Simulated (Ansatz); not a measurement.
# Be: one crystal by all-electron and frozen-core methods

The same cell of Be is computed with all-electron LAPW, PAW on the default files and all-electron PAW on datasets made for the crystal, to set the results side by side.

This is Be in the bcc structure; at room conditions it is hcp.

Program: Ansatz 0.2.0. Level of theory: DFT PBE, scalar-relativistic. These are calculated values, not measurements.

## 1. The structure to begin with

The structure is cubic, space group Im-3m (No. 229). Conventional cell: a = 2.506 Å, b = 2.506 Å, c = 2.506 Å, α = 90.00°, β = 90.00°, γ = 90.00°. Be (site symmetry m-3m) has 8 Be at 2.17 Å as nearest neighbours.

Structure file:

```xyz
1
Lattice="-1.2531 1.2531 1.2531 1.2531 -1.2531 1.2531 1.2531 1.2531 -1.2531" Properties=species:S:1:pos:R:3 pbc="T T T"
Be    0.0000    0.0000    0.0000
```

Structure from a Materials Project entry, not relaxed further.

## 2. All-electron LAPW

Input file input.yaml:

```yaml
crystal:
  lattice:
    - [-1.2531209513, 1.2531209513, 1.2531209513]
    - [1.2531209513, -1.2531209513, 1.2531209513]
    - [1.2531209513, 1.2531209513, -1.2531209513]
  atoms:
    - { symbol: Be, position: [0.0, 0.0, 0.0] }
kpoints:
  mp_grid: { grid: [23, 23, 23] }
  band_path:
    path:
      - [0.0, 0.0, 0.0]
      - [0.5, -0.5, 0.5]
      - [0.0, 0.0, 0.5]
      - [0.0, 0.0, 0.0]
      - [0.25, 0.25, 0.25]
      - [0.5, -0.5, 0.5]
      - [0.25, 0.25, 0.25]
      - [0.0, 0.0, 0.5]
    npoints: 14
scf:
  occupations: { method: fermi_dirac, width: 0.03 }
hamiltonian:
  xc: pbe
  pseudopotentials: { kind: all_electron, lapw: { basis_error: 0.00025 } }
output:
  forces: true
  stress: true
  eigenvalues: true
  fatbands: true
  populations: true
  dos: { projected: true, de: 0.2, e_range: [-14, 8] }
```

The run is started by

```
> ansatz run input.yaml --threads 1 --pin off --max-ram 3072MiB --backend cpu --events-out ev --progress --plain --runs-dir out
```

## 3. PAW on the default files

input.yaml: that of step 2 with these lines changed.

```diff
@@ -24,3 +24,3 @@
   xc: pbe
-  pseudopotentials: { kind: all_electron, lapw: { basis_error: 0.00025 } }
+  pseudopotentials: { kind: paw }
 output:
@@ -29,4 +29,9 @@
   eigenvalues: true
-  fatbands: true
+  efg: { contact_densities: true }
   populations: true
+  bader: true
   dos: { projected: true, de: 0.2, e_range: [-14, 8] }
+  write_density: true
+  write_potential: true
+  elf: true
+  volumetric_format: npy
```

## 4. All-electron PAW on datasets made for the crystal

input.yaml: that of step 3 with these lines changed.

```diff
@@ -19,3 +19,3 @@
       - [0.0, 0.0, 0.5]
-    npoints: 14
+    npoints: 8
 scf:
@@ -24,3 +24,3 @@
   xc: pbe
-  pseudopotentials: { kind: paw }
+  pseudopotentials: { kind: all_electron, datasets: crystal }
 output:
@@ -30,8 +30 @@
   efg: { contact_densities: true }
-  populations: true
-  bader: true
-  dos: { projected: true, de: 0.2, e_range: [-14, 8] }
-  write_density: true
-  write_potential: true
-  elf: true
-  volumetric_format: npy
```

(Steps that only read results are left out.)

Q: Predict the outcome of this session. Wanted: pressure; gap; highest ELF.

As calculated:

```
         quantity                                              value
         pressure  LAPW -0.90, PAW -0.87, crystal datasets -0.90 GPa
       gap (LAPW)                                               none
highest ELF (PAW)                               0.62, 1.40 Å from Be
```

The pressure of -0.9 GPa pushes the cell to shrink, with the atoms held in place. Bands cross the Fermi level: the crystal is a metal at this level. In pressure, PAW differs from LAPW by +0.03 GPa.
